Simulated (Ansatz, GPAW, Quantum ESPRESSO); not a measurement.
# SrCl2: valence-band photoemission, part 2 of 8

Wanted: projected DOS of SrCl2, weighted into photoemission and X-ray emission spectra, at several levels of theory.

Ansatz 0.2.0, Quantum ESPRESSO 7.5 and GPAW 26.7.0; DFT, PBEsol, plane-wave PAW, default files, scalar-relativistic (the session's first sound run).

So far: Set-up; The base run.

### Step 2. The base run (continued)

Valence density in the ac plane of a cell with a along [110], b along [-110] and c along [001] of the cube at fractional y = 0.000, with atoms of Sr and Cl within 0.2 Å of it. It is the smooth field of the valence electrons, not physical close to the nuclei.

Ten even steps from '_' (0.0 e/Å³) to '@' (2.5 e/Å³), each cell a mean:
```
%%@@==..______________::##@@%%@@==..______________::##@@
%%++::______......____..--##%%++::______......____..--##
::..____..::====--..____..::::..____..::====--..____..::
________::++**++**--..______________::++**++**--..______
________::**--..**==..______________::**--..**==..______
________..++**++**--..______________..++**++**--..______
________..::==++--..________________..::==++--..________
____________......______________________......__________
________________________________________________________
________________________________________________________
________________________________________________________
__________..::::::____________________..::::::__________
________..--****++::________________..--****++::________
________::++==::**--..______________::++==::**--..______
________::**==::**==..______________::**==::**==..______
________..==****++::________________..==****++::________
==--..____..::--::..____::====--..____..::--::..____::==
@@##--________________..++@@@@##--________________..++@@
**@@++..______________::%%%%**@@++..______________::%%%%
```
Columns run along a (9.9 Å), rows up along c (7.0 Å), edges of the conventional cell, whose origin can differ from the input's. Atoms in or near the plane, at fractional coordinates: Sr at (0.00, 0.00), Sr at (0.50, 0.00), Cl at (0.25, 0.75), Cl at (0.75, 0.75), Cl at (0.25, 0.25), Cl at (0.75, 0.25).

The spectra weight each projected shell by its atomic cross section (Dirac–Hartree–Slater) and angular factor, for linear light with the analyser at 0° from the polarisation. Broadening, on top of any smearing of the DOS itself: a Gaussian of 0.1 eV and a Lorentzian of 0.1 eV plus 0.08 times the binding energy (full widths), Fermi edge at 20 K. Curves are cut 10 eV under the photon energy, above any shell that the free atom's threshold puts out of reach, or at the lower edge of the window: 11.2 eV at 21.2 eV, 16.7 eV at 100 eV, 16.7 eV at 1486.7 eV, 16.7 eV at 5950 eV and 16.7 eV at 8047.8 eV. Dipole terms alone, which is rough above 3 keV; no background, satellites or final-state effects.

Share of each shell in the spectrum's area (%), by photon energy:

| shell | 21.2 eV | 100 eV | 1486.7 eV | 5950 eV | 8047.8 eV |
| --- | --- | --- | --- | --- | --- |
| Sr 4p | 0.0 | 5.2 | 51.6 | 53.9 | 51.6 |
| Cl 3s | 0.0 | 25.2 | 28.7 | 39.6 | 43.0 |
| Cl 3p | 100.0 | 69.4 | 19.3 | 5.6 | 4.2 |

Cross sections used, in Mb an electron:

| shell | 21.2 eV | 100 eV | 1486.7 eV | 5950 eV | 8047.8 eV |
| --- | --- | --- | --- | --- | --- |
| Sr 4p | - | 0.056 | 0.0018 | 5.6e-5 | 2.3e-5 |
| Cl 3s | - | 0.13 | 0.0012 | 4.5e-5 | 2.0e-5 |
| Cl 3p | 2.7 | 0.15 | 3.8e-4 | 4.0e-6 | 1.4e-6 |

At this level the gap is 5.14 eV on the path.

### Step 3. With spin–orbit coupling

This step: DFT, PBEsol, plane-wave PAW, default files, with spin-orbit coupling (Ansatz 0.2.0).

Spin–orbit coupling splits and shifts levels of heavy atoms, so the bands are solved again with spinors.

input.yaml

```yaml
crystal:
  lattice:
    - [0.0, 3.48835, 3.48835]
    - [3.48835, 0.0, 3.48835]
    - [3.48835, 3.48835, 0.0]
  atoms:
    - { symbol: Sr, position: [0.0, 0.0, 0.0] }
    - { symbol: Cl, position: [0.75, 0.75, 0.75] }
    - { symbol: Cl, position: [0.25, 0.25, 0.25] }
kpoints:
  mp_grid: { grid: [6, 6, 6] }
  band_path:
    path:
      - [[0.0, 0.0, 0.0], [0.5, 0.0, 0.5], [0.625, 0.25, 0.625]]
      - [[0.375, 0.375, 0.75], [0.0, 0.0, 0.0], [0.5, 0.5, 0.5], [0.5, 0.25, 0.75], [0.5, 0.0, 0.5]]
    npoints: 15
scf:
  occupations: { method: fermi_dirac, width: 0.02 }
  n_extra_bands: 20
hamiltonian:
  xc: pbesol
  pseudopotentials: { kind: paw_fr }
output:
  forces: true
  stress: true
  dos:
    projected: true
    de: 0.05
    e_range: [-28, 12]
    nscf_kmesh: { grid: [12, 12, 12] }
    method: { smearing: { sigma: 0.08, scheme: gaussian } }
  fatbands: true
magnetization:
  noncollinear: true
  spin_orbit: true
```

The run is started by

```
$ ansatz run input.yaml --threads 4 --pin off --max-ram 8192MiB --backend cpu --events-out ev --progress --plain --runs-dir out
```

Numbers of over 12 decimals in the logs are rounded to 6 here.

Log:

```text
[...]
non-collinear run that drives no moment, with spin-orbit: no starting moment large enough to seed its density (crystal.atoms[].spin), no starting occupations that ask for one, no magnetisation constraint and no magnetic field, so the semilocal B_xc is pinned to zero
Crystal: 3 atoms, lattice volume = 84.897 Å³
Basis set: ecut = 420 eV, 1639 PW (Γ), exchange–correlation on 72×72×72 points (8 copies of the dense FFT grid, shifted against one another)
Bands: 44, of which v1, the nominal top of the filled ones, is band 24 counted from 1 (23 counted from 0)
Symmetry: 48 space group operations + 48 with time reversal
[...]
k-points: 16 of 216
Projection manifold: j_resolved (fully-relativistic pseudo-atomic orbitals)
[...]
SCF iter   1: F=—  HF=-5623.168921 eV  |F-HF|=—  |Δ(HF+E_count)|=         —  Δρ=4.31e-2  dr2=2.97e0  dr2_m=0.00e0 (ungated)  ethr=3.10e-3  |M|=0.00e0 ∫|m|=0.00e0 μB  |m|>n=0.0e0 m-floor=0.0e0 τ_xc=0.0e0  β_m=0.30  ⟨swp⟩=11.1  Hψ=2226  notcnv=0  defer=44
[...]
SCF iter   7: F=-5621.975424 eV  HF=-5621.975424 eV  |F-HF|=4.08e-9  |Δ(HF+E_count)|=   3.80e-7  Δρ=2.22e-6  dr2=3.41e-9  dr2_m=0.00e0 (ungated)  ethr=4.17e-10  |M|=0.00e0 ∫|m|=0.00e0 μB  |m|>n=0.0e0 m-floor=0.0e0 τ_xc=0.0e0  ⟨swp⟩=13.9  Hψ=2448  notcnv=0
SCF 1 converged in 7 iterations: F = -5621.975424 eV  dr2 = 3.41e-9
[...]
NSCF: frozen V_eff on 92 k-points
[...]
SCF converged after 7 iterations
Magnetization: |M| = 0.0000 μB,  M = (+0.0000, +0.0000, +0.0000) μB
Absolute magnetization: 0.0000 μB (∫|m|)
  site 0: m = (+0.0000, +0.0000, +0.0000) μB, |m| = 0.0000 μB  (R = 1.25 Å)
  site 1: m = (+0.0000, +0.0000, +0.0000) μB, |m| = 0.0000 μB  (R = 1.25 Å)
  site 2: m = (+0.0000, +0.0000, +0.0000) μB, |m| = 0.0000 μB  (R = 1.25 Å)
Free energy (F): -5621.975424 eV
[...]
Internal energy: -5621.975424 eV  (E = F + TS)
E sigma→0 (E₀):  -5621.975424 eV
Fermi energy:    5.609979 eV
[...]
--- Stress (GPa, compression-positive) ---
       -1.058237      -0.000000      -0.000000
        0.000000      -1.058237      -0.000000
        0.000000      -0.000000      -1.058237
  P = ⅓ Tr σ = -1.0582 GPa (-10.582 kbar)
--- Band table (eV; the first three rows and the last of 16) ---
  k-point 0: bands = [... 20 lower, 2.7336, 2.7336, 2.7336, 2.7336, 8.1690, 8.1690, 9.0045, 9.0045, ... 16 higher]
  k-point 1: bands = [... 20 lower, 2.5107, 2.5107, 2.5802, 2.5802, 8.7719, 8.7719, 9.2153, 9.2153, ... 16 higher]
  k-point 2: bands = [... 20 lower, 2.1552, 2.1552, 2.2438, 2.2438, 9.5387, 9.5387, 9.5614, 9.5614, ... 16 higher]
  k-point 15: bands = [... 20 lower, 2.6834, 2.6834, 2.9559, 2.9559, 8.8624, 8.8624, 10.0236, 10.0236, ... 16 higher]
```

The job ended after 33 s (4 threads of Arm Neoverse V2, shared host; peak memory 0.66 GiB; 2.2 min of CPU time).

Numbers from this step:

- free energy: -5621.9754 eV
- Fermi energy: 5.610 eV
- pressure: -1.058 GPa
- gap on the k-mesh: 5.142 eV
- gap on the path: 5.142 eV

Electronic bands along the path, in eV, zero at the valence-band maximum; v1 is the highest filled band, c1 the lowest empty one:

| point | v4 | v3 | v2 | v1 | c1 | c2 | c3 | c4 |
| --- | --- | --- | --- | --- | --- | --- | --- | --- |
| Γ | -0.29 | -0.29 | -0.29 | -0.29 | 5.14 | 5.14 | 5.98 | 5.98 |
| 0.47 of the way | -0.38 | -0.38 | -0.28 | -0.28 | 5.94 | 5.94 | 6.48 | 6.48 |
| X | -0.36 | -0.36 | 0.00 | 0.00 | 5.36 | 5.36 | 6.93 | 6.93 |
| 0.53 of the way | -0.42 | -0.42 | -0.03 | -0.03 | 5.52 | 5.52 | 6.95 | 6.95 |
| U | -0.54 | -0.54 | -0.11 | -0.11 | 5.82 | 5.82 | 7.02 | 7.02 |
| jump to K | -0.54 | -0.54 | -0.11 | -0.11 | 5.82 | 5.82 | 7.02 | 7.02 |
| 0.47 of the way | -1.05 | -1.05 | -0.29 | -0.29 | 6.23 | 6.23 | 6.59 | 6.59 |
| Γ | -0.29 | -0.29 | -0.29 | -0.29 | 5.14 | 5.14 | 5.98 | 5.98 |
| 0.53 of the way | -0.73 | -0.73 | -0.64 | -0.64 | 6.37 | 6.37 | 6.41 | 6.41 |
| L | -1.11 | -1.11 | -1.01 | -1.01 | 6.61 | 6.61 | 6.63 | 6.63 |
| 0.53 of the way | -0.52 | -0.52 | -0.50 | -0.50 | 6.18 | 6.18 | 6.84 | 6.84 |
| W | -0.32 | -0.32 | -0.10 | -0.10 | 6.11 | 6.11 | 6.90 | 6.90 |
| 0.53 of the way | -0.37 | -0.37 | -0.04 | -0.04 | 5.61 | 5.61 | 6.96 | 6.96 |
| X | -0.36 | -0.36 | 0.00 | 0.00 | 5.36 | 5.36 | 6.93 | 6.93 |

Of the projections kept (Sr s, Cl s, Cl p, not projected), the largest for each band there; the rest of the weight can lie on other orbitals:

| point | v4 | v3 | v2 | v1 | c1 | c2 | c3 | c4 |
| --- | --- | --- | --- | --- | --- | --- | --- | --- |
| Γ | Cl p 0.99 | Cl p 0.99 | Cl p 0.99 | Cl p 0.99 | Sr s 0.77 | Sr s 0.77 | not projected 1.00 | not projected 1.00 |
| X | Cl p 0.97 | Cl p 0.97 | Cl p 1.00 | Cl p 1.00 | not projected 0.99 | not projected 0.99 | not projected 1.00 | not projected 1.00 |
| U | Cl p 0.98 | Cl p 0.98 | Cl p 0.99 | Cl p 0.99 | not projected 0.98 | not projected 0.98 | not projected 1.00 | not projected 1.00 |
| K | Cl p 0.98 | Cl p 0.98 | Cl p 0.99 | Cl p 0.99 | not projected 0.98 | not projected 0.98 | not projected 1.00 | not projected 1.00 |
| Γ | Cl p 0.99 | Cl p 0.99 | Cl p 0.99 | Cl p 0.99 | Sr s 0.77 | Sr s 0.77 | not projected 1.00 | not projected 1.00 |
| L | Cl p 0.98 | Cl p 0.98 | Cl p 0.98 | Cl p 0.98 | not projected 1.00 | not projected 1.00 | not projected 1.00 | not projected 1.00 |

The DOS has structure finer than the step of the table below, so its rows give means over 1 eV, whole bins alone (the curve runs from -17.4 to 11.1 eV). Peaks (eV: height): total -15.7: 9.40, -14.5: 12.3, -12.6: 11.5, -2.0: 8.73; Cl 3p -2.0: 8.34, -0.4: 8.15; Cl 3s -12.6: 10.3; Sr 5p -12.6: 1.06; Sr 5s -12.8: 0.326, 6.9: 0.500, 8.6: 1.30, 9.6: 0.335.

DOS against E, zero at the valence-band maximum; means over each step; values in states/eV/cell:

| E (eV) | total | Cl 3p | Cl 3s | Sr 5p | Sr 5s | Sr 4p |
| --- | --- | --- | --- | --- | --- | --- |
| -16 | 1.86 | 0.0171 | 0.0568 | 0 | 0.00706 | 1.78 |
| -15 | 2.55 | 0.0282 | 0.210 | 0 | 0.0196 | 2.29 |
| -14 | 1.59 | 0.0197 | 0.0405 | 0 | 0.00456 | 1.53 |
| -13 | 3.36 | 0.00454 | 2.95 | 0.230 | 0.129 | 0.0462 |
| -12 | 0.636 | 7.5e-4 | 0.568 | 0.0632 | 0.00295 | 0 |
| -11 | 0 | 0 | 0 | 0 | 0 | 0 |
| -10 | 0 | 0 | 0 | 0 | 0 | 0 |
| -9 | 0 | 0 | 0 | 0 | 0 | 0 |
| -8 | 0 | 0 | 0 | 0 | 0 | 0 |
| -7 | 0 | 0 | 0 | 0 | 0 | 0 |
| -6 | 0 | 0 | 0 | 0 | 0 | 0 |
| -5 | 0 | 0 | 0 | 0 | 0 | 0 |
| -4 | 0 | 0 | 0 | 0 | 0 | 0 |
| -3 | 0.355 | 0.308 | 8.7e-4 | 5.0e-4 | 0.0427 | 0 |
| -2 | 5.14 | 4.87 | 0.0175 | 0.0346 | 0.136 | 0 |
| -1 | 4.21 | 4.07 | 0.0135 | 0.0202 | 0.0349 | 0 |
| 0 | 2.29 | 2.25 | 0.00138 | 0.00510 | 0.00259 | 0 |
| 1 | 0 | 0 | 0 | 0 | 0 | 0 |
| 2 | 0 | 0 | 0 | 0 | 0 | 0 |
| 3 | 0 | 0 | 0 | 0 | 0 | 0 |
| 4 | 0 | 0 | 0 | 0 | 0 | 0 |
| 5 | 0.0684 | 5.4e-4 | 0.00429 | 2.7e-5 | 0.0167 | 0 |
| 6 | 2.43 | 0.0279 | 0.0376 | 0.00116 | 0.194 | 0 |
| 7 | 3.95 | 0.0454 | 0.0431 | 0.00155 | 0.344 | 0 |
| 8 | 3.86 | 0.115 | 0.0225 | 7.0e-4 | 0.227 | 0 |
| 9 | 2.71 | 0.138 | 0.0248 | 8.2e-4 | 0.652 | 0 |
| 10 | 1.79 | 0.0306 | 0.00144 | 1.5e-4 | 0.0801 | 0 |

The two runs compared:

| quantity | this run | base run | difference |
| --- | --- | --- | --- |
| gap on the path (eV) | 5.1421 | 5.1429 | -8.0e-4 |
| least direct gap on the path (eV) | 5.3618 | 5.3625 | -7.0e-4 |
| gap on the k-mesh (eV) | 5.1421 | 5.1429 | -7.9e-4 |

### Step 4. Another volume

This step: DFT, PBEsol, plane-wave PAW, default files, scalar-relativistic (Ansatz 0.2.0).

A changed volume shows how band widths and levels follow the bond length.

The cell differs from the one that the last finished run ended in (a 4.933 → 5.061 Å, b 4.933 → 5.061 Å, c 4.933 → 5.061 Å).

input.yaml

```yaml
crystal:
  lattice:
    - [0.0, 3.5789967562, 3.5789967562]
    - [3.5789967562, 0.0, 3.5789967562]
    - [3.5789967562, 3.5789967562, 0.0]
  atoms:
    - { symbol: Sr, position: [0.0, 0.0, 0.0] }
    - { symbol: Cl, position: [0.75, 0.75, 0.75] }
    - { symbol: Cl, position: [0.25, 0.25, 0.25] }
kpoints:
  mp_grid: { grid: [6, 6, 6] }
  band_path:
    path:
      - [[0.0, 0.0, 0.0], [0.5, 0.0, 0.5], [0.625, 0.25, 0.625]]
      - [[0.375, 0.375, 0.75], [0.0, 0.0, 0.0], [0.5, 0.5, 0.5], [0.5, 0.25, 0.75], [0.5, 0.0, 0.5]]
    npoints: 15
scf:
  occupations: { method: fermi_dirac, width: 0.02 }
  n_extra_bands: 10
hamiltonian:
  xc: pbesol
  pseudopotentials: { kind: paw }
output:
  forces: true
  stress: true
  dos:
    projected: true
    de: 0.05
    e_range: [-28, 12]
    nscf_kmesh: { grid: [12, 12, 12] }
  fatbands: true
```

Log:

```text
[...]
Crystal: 3 atoms, lattice volume = 91.688 Å³
Basis set: ecut = 420 eV, 1807 PW (Γ), exchange–correlation on 72×72×72 points (8 copies of the dense FFT grid, shifted against one another)
Bands: 22, of which v1, the nominal top of the filled ones, is band 12 counted from 1 (11 counted from 0)
Symmetry: 48 space group operations
[...]
k-points: 16 of 216
[...]
SCF iter   1: F=—  HF=-5621.270289 eV  |F-HF|=—  |Δ(HF+E_count)|=         —  Δρ=3.71e-3  dr2=1.97e-2  ethr=1.77e-3  ⟨swp⟩=10.6  Hψ=2489  notcnv=0  defer=1
[...]
SCF iter   6: F=-5621.265742 eV  HF=-5621.265742 eV  |F-HF|=2.27e-10  |Δ(HF+E_count)|=   1.26e-7  Δρ=1.01e-6  dr2=5.55e-10  ethr=1.64e-10  ⟨swp⟩=8.4  Hψ=1756  notcnv=0
SCF 1 converged in 6 iterations: F = -5621.265742 eV  dr2 = 5.55e-10
[...]
SCF converged after 6 iterations
Free energy (F): -5621.265742 eV
[...]
Internal energy: -5621.265742 eV  (E = F + TS)
E sigma→0 (E₀):  -5621.265742 eV
Fermi energy:    4.775373 eV
[...]
--- Stress (GPa, compression-positive) ---
       -3.184847       0.000000      -0.000000
        0.000000      -3.184847      -0.000000
       -0.000000       0.000000      -3.184847
  P = ⅓ Tr σ = -3.1848 GPa (-31.848 kbar)
--- Band table (eV; the first three rows and the last of 16) ---
  k-point 0: bands = [... 8 lower, 0.4250, 2.0186, 2.0186, 2.0186, 7.1957, 8.3282, 8.3282, 11.0190, ... 6 higher]
  k-point 1: bands = [... 8 lower, 0.5800, 1.7286, 1.8859, 1.8859, 7.7674, 8.5051, 8.5051, 10.0549, ... 6 higher]
  k-point 2: bands = [... 8 lower, 0.8721, 1.2531, 1.5857, 1.5857, 8.7890, 8.7890, 8.7936, 9.8678, ... 6 higher]
  k-point 15: bands = [... 8 lower, 0.8995, 1.5803, 2.0318, 2.2682, 8.1599, 9.1297, 9.3512, 9.4378, ... 6 higher]
```

The job ended after 3 s (4 threads; peak memory 0.36 GiB; 11 s of CPU time).

Numbers from this step:

| Quantity | Value |
| --- | --- |
| free energy | -5621.2657 eV |
| Fermi energy | 4.775 eV |
| pressure | -3.185 GPa |
| gap on the k-mesh | 4.866 eV |
| share of occupied states in no projected shell | 0.0086 of the occupied states in the window |
| gap on the path | 4.866 eV |
| least direct gap on the path | 5.177 eV |

Electronic bands along the path, in eV, zero at the valence-band maximum; v1 is the highest filled band, c1 the lowest empty one:

| point | v4 | v3 | v2 | v1 | c1 | c2 | c3 |
| --- | --- | --- | --- | --- | --- | --- | --- |
| Γ | -1.91 | -0.31 | -0.31 | -0.31 | 4.87 | 6.00 | 6.00 |
| 0.47 of the way | -1.47 | -1.17 | -0.30 | -0.30 | 5.84 | 6.27 | 6.45 |
| X | -1.73 | -0.35 | -0.35 | 0.00 | 5.40 | 6.73 | 7.35 |
| 0.53 of the way | -1.69 | -0.43 | -0.39 | -0.03 | 5.55 | 6.75 | 7.27 |
| U | -1.58 | -0.63 | -0.49 | -0.10 | 5.82 | 6.82 | 7.09 |
| jump to K | -1.58 | -0.63 | -0.49 | -0.10 | 5.82 | 6.82 | 7.09 |
| 0.47 of the way | -1.29 | -1.24 | -0.93 | -0.27 | 6.19 | 6.44 | 6.50 |
| Γ | -1.91 | -0.31 | -0.31 | -0.31 | 4.87 | 6.00 | 6.00 |
| 0.47 of the way | -1.63 | -0.80 | -0.55 | -0.55 | 5.87 | 6.30 | 6.30 |
| L | -1.39 | -1.21 | -0.96 | -0.96 | 6.55 | 6.55 | 7.15 |
| 0.47 of the way | -1.27 | -1.05 | -0.54 | -0.52 | 6.20 | 6.71 | 7.07 |
| W | -1.11 | -1.11 | -0.27 | -0.09 | 6.08 | 6.78 | 6.91 |
| 0.47 of the way | -1.53 | -0.62 | -0.31 | -0.04 | 5.69 | 6.77 | 7.14 |
| X | -1.73 | -0.35 | -0.35 | 0.00 | 5.40 | 6.73 | 7.35 |

Of the projections kept (Sr s, Cl s, Cl p, not projected), the largest for each band there; the rest of the weight can lie on other orbitals:

| point | v4 | v3 | v2 | v1 | c1 | c2 | c3 |
| --- | --- | --- | --- | --- | --- | --- | --- |
| Γ | Cl p 0.97 | Cl p 0.99 | Cl p 0.99 | Cl p 0.99 | Sr s 0.80 | not projected 1.00 | not projected 1.00 |
| X | Cl p 0.98 | Cl p 0.98 | Cl p 0.98 | Cl p 1.00 | not projected 0.98 | not projected 1.00 | not projected 1.00 |
| U | Cl p 0.98 | Cl p 0.97 | Cl p 0.98 | Cl p 0.99 | not projected 0.98 | not projected 1.00 | not projected 1.00 |
| K | Cl p 0.98 | Cl p 0.97 | Cl p 0.98 | Cl p 0.99 | not projected 0.98 | not projected 1.00 | not projected 1.00 |
| Γ | Cl p 0.97 | Cl p 0.99 | Cl p 0.99 | Cl p 0.99 | Sr s 0.80 | not projected 1.00 | not projected 1.00 |
| L | Cl p 0.96 | Cl p 0.98 | Cl p 0.98 | Cl p 0.98 | not projected 1.00 | not projected 1.00 | not projected 0.85 |

The electronic bands as a text plot (rows in eV):

```
    7.1 |        ++++++++++ +                    ++++++++   +++++
    6.7 |      +++ +++++++++++++               ++++++++++++++++++
    6.3 |   ++++              ++++++      ++++++   +++++
    5.9 |+++  +++        +++++   +  ++++++  +           +++++
    5.5 |   ++   ++++++++         ++      ++                 ++++
    5.1 |+++                        ++++++
    4.7 |
    4.3 |
    3.9 |
    3.4 |
    3.0 |
    2.6 |
    2.2 |
    1.8 |
    1.4 |
    1.0 |
    0.6 |
    0.2 |           *****                                    ****
   -0.3 |**********************************           ***********
   -0.7 |  **   **      ******   ****     ******   ****     ***
   -1.1 |    ***            ******           ***************
   -1.5 |   ****        ***********        ***********      ****
   -1.9 |******************* ****************        ************
   -2.3 |         ***********                           *********
         Γ           X  U|K            Γ         L        W     X
```

Side by side:

| quantity | this run | base run | difference |
| --- | --- | --- | --- |
| gap on the path (eV) | 4.866 | 5.1429 | -0.277 |
| least direct gap on the path (eV) | 5.1771 | 5.3625 | -0.185 |
| gap on the k-mesh (eV) | 4.8660 | 5.1429 | -0.277 |

One result that differs is the gap on the path, 4.87 eV against 5.14 eV.

(Part 2 of 8 ends here.)

[Logs are printed without paths, hosts, clocks, repeated set-up lines and the standing remarks that a program may print on its own settings, such as how far it seeks lower states.]

[Hosts, paths, dates, database ids (printed as entryN), source tags and the programs' standing remarks are cut or masked in the printed files.]

[Maps of the electrostatic potential energy from Ansatz leave out the sawtooth potential of an applied field or a dipole correction, so their vacuum need not be flat; work functions include it.]

[Peak lists hold at most the 14 tallest peaks of each spectrum; further lines can be left out.]
